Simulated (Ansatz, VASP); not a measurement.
# Two plane-wave programs on WC

```
W C
1.0
     2.92177    0.00000    0.00000
    -1.46089    2.53033    0.00000
     0.00000    0.00000    2.84708
W C
1 1
Direct
  0.00000 0.00000 0.00000
  0.66667 0.33333 0.50000
```

Alike in both runs: functional PBE; k mesh 18 × 18 × 14; occupations gaussian, width 0.1 eV; no spin polarisation.

Ansatz relaxed the structure, and its values are those at the end. VASP's run is a single point on that final structure, the one shown.

|  | VASP | Ansatz |
| --- | --- | --- |
| version | VASP 6.6.1 | Ansatz 0.2.0 |
| potentials or method | VASP PAW PBE potentials, release 64 (W_sv, C) | scalar-relativistic, plane waves, PAW |
| plane-wave cutoff (eV) | 520 | 420 |
| valence electrons in the cell | 18 | 18 |

|  | VASP | Ansatz | Ansatz less VASP |
| --- | --- | --- | --- |
| gap on the k mesh at the Fermi level (eV) | none | none | - |
| pressure (GPa) | 1.1 | 0.0 | -1.05 |

A gap of «none» marks a metal or a gap that the smearing closes. The functional is the same, so the differences come from potentials, cutoffs and numerics.

The runs have no spin-orbit coupling, so splittings on W are missing.
